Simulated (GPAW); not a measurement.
Write an ASE script for GPAW 26.7.0 that does the following.

```yaml
Task: single point
Functional: PBE
Potentials_or_basis: GPAW PAW data sets (gpaw-data 1.2.1)
Cutoff: 600 eV
Basis: pw
k_mesh: 11 × 11 × 11
Occupations: gaussian, width 0.017 eV
Spin: no spin polarisation
Maxiter: 150
```

The structure of Nb lies in POSCAR:

```
Nb
1.0
   -1.6639500000      1.6639500000      1.6639500000
    1.6639500000     -1.6639500000      1.6639500000
    1.6639500000      1.6639500000     -1.6639500000
Nb
1
Direct
    0.0000000000      0.0000000000      0.0000000000
```

The input as run:

run.py

```python
from ase.dft.bandgap import bandgap
from ase.io import read, write
from ase.units import Bohr, GPa
from gpaw import GPAW, PW
from gpaw.elf import elf_from_dft_calculation

atoms = read('POSCAR')

calc = GPAW(mode=PW(600),
            xc='PBE',
            kpts={'size': (11, 11, 11), 'gamma': True},
            occupations={'name': 'methfessel-paxton', 'order': 0, 'width': 0.017},
            nbands=15,
            convergence={'density': 1e-05, 'energy': 1e-05},
            maxiter=150,
            txt='gpaw.txt')
atoms.calc = calc
energy = atoms.get_potential_energy()
forces = atoms.get_forces()
stress = atoms.get_stress()
calc.write('gs.gpw')
write('result.traj', atoms)
print(f'Energy: {energy:.6f} eV')
print('Forces (eV/A):')
print(forces.round(4))
print('Stress (GPa):', (stress / GPa).round(3))
print('Fermi level:', round(calc.get_fermi_level(), 4), 'eV')
print(f'Gap: {bandgap(calc)[0]:.4f} eV, direct: {bandgap(calc, direct=True)[0]:.4f} eV')

# fields on the real-space grid
write('density.cube', atoms, data=calc.get_pseudo_density() * Bohr**3)
write('potential.cube', atoms, data=calc.get_electrostatic_potential())
write('elf.cube', atoms, data=elf_from_dft_calculation(calc).data)
```

Potentials or basis: GPAW PAW data sets (gpaw-data 1.2.1), pw.

Run with:

```console
$ OMP_NUM_THREADS=1 python run.py
```

Results of the run:

* Pressure: -2.5 GPa
* Band gap on the k mesh: none (metal or under the smearing width)

It took 13 s on 1 thread of Arm Neoverse V1, on a shared host, peak memory 0.14 GiB.
